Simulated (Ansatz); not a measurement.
Ga in Ansatz: the effect of functional

The system is Ga.

```
Ga
1.0
     1.36431   -3.97208    0.00000
     1.36431    3.97208    0.00000
    -0.11586    0.00000    3.28492
Ga
2
Direct
  0.13100 0.86900 0.75000
  0.86900 0.13100 0.25000
```

This isn't the form of Ga at room conditions, which is orthorhombic.

The cell isn't the ideal one: volume scaled by 0.96.

Alike in all runs:

| Quantity | Value |
| --- | --- |
| Program | Ansatz 0.2.0 |
| Task | single point |
| Potentials or basis | Ansatz PAW |
| k mesh | 10 × 10 × 8 |
| Occupations | fermi-dirac, width 0.05 eV |
| Spin | no spin polarisation |

```tsv
functional	cutoff	pressure (GPa)	largest force (eV/Å)
LDA	420 eV (not typed: the program's choice for these potentials)	?	?
PBEsol	420 eV (not typed: the program's choice for these potentials)	0.4	0.21
r2SCAN	500 eV (not typed: the program's choice for these potentials)	1.1	0.23
```

Problem. What does the run with functional LDA give?

Solution. Pressure -1.9 GPa; largest force 0.20 eV/Å.

Caveats: the PAW data sets come from PBE, with cores solved anew for the run's functional, which leaves a small shift of forces and pressure.
